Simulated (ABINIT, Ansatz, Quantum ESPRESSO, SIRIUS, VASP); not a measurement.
## One calculation of TePt, 5 ways

```
CELL_PARAMETERS angstrom
0.00000 3.24504 3.24504
3.24504 0.00000 3.24504
3.24504 3.24504 0.00000
ATOMIC_POSITIONS crystal
Pt 0.00000 0.00000 0.00000
Te 0.25000 0.25000 0.25000
```

Measurements of this composition are mostly on another form, of space group No. 166.

Alike in all runs: task single point; functional PBE; k mesh 7 × 7 × 7; occupations fermi-dirac, width 0.05 eV; no spin polarisation; no spin-orbit coupling. Pressure is positive in compression and, in plane waves, holds the error of the finite cutoff, which Ansatz's Pulay term estimates and takes out.

```
                                     program and potentials  plane-wave cutoff (eV)                                                                      notes  pressure (GPa)
                                         Ansatz, Ansatz PAW                     420  17 valence electrons an atom on average; Pulay term of +0.03 GPa included          -10.49
                         VASP, PBE PAW files Pt, Te, 520 eV                     520                                     8 valence electrons an atom on average          -10.61
SIRIUS, PseudoDojo 0.4.1 PBE standard (scalar relativistic)                    1152                                    17 valence electrons an atom on average          -10.34
                  Quantum ESPRESSO, SSSP 1.3 efficiency PBE                     748                                    11 valence electrons an atom on average          -10.07
                                   ABINIT, JTH PAW PBE v2.0                     435                                     8 valence electrons an atom on average           -9.95
```

The pressure spans -10.61 (VASP, PBE PAW files Pt, Te, 520 eV) to -9.95 GPa (ABINIT, JTH PAW PBE v2.0). The cell lies far from this level's equilibrium.

Differences between rows come from potentials, basis sets and numerical settings, since the functional is the same but for its coding. Runs on potential files found faulty are left out.

All five runs give a negative pressure, so the zinc-blende cell is stretched and would contract if its volume were relaxed. The spread among the codes is small beside the tension itself, which leaves the sign and approximate size of the effect secure. At this volume the Pt–Te contacts are probably longer than their optimum: shortening them would increase the overlap of Pt 5d and 6s with Te 5p states, and the bonding gained would outweigh the added closed-shell repulsion until the two balance at a smaller volume.

The number of valence electrons does not order the results. The two sets with 8 electrons an atom mark both ends of the range, with the 17-electron sets between them, so explicit semicore states alone cannot account for the scatter. The tension says nothing about whether tetrahedral coordination suits Pt in this compound, since symmetry cancels the forces on the atoms at any volume and a uniform contraction would leave the coordination unchanged.
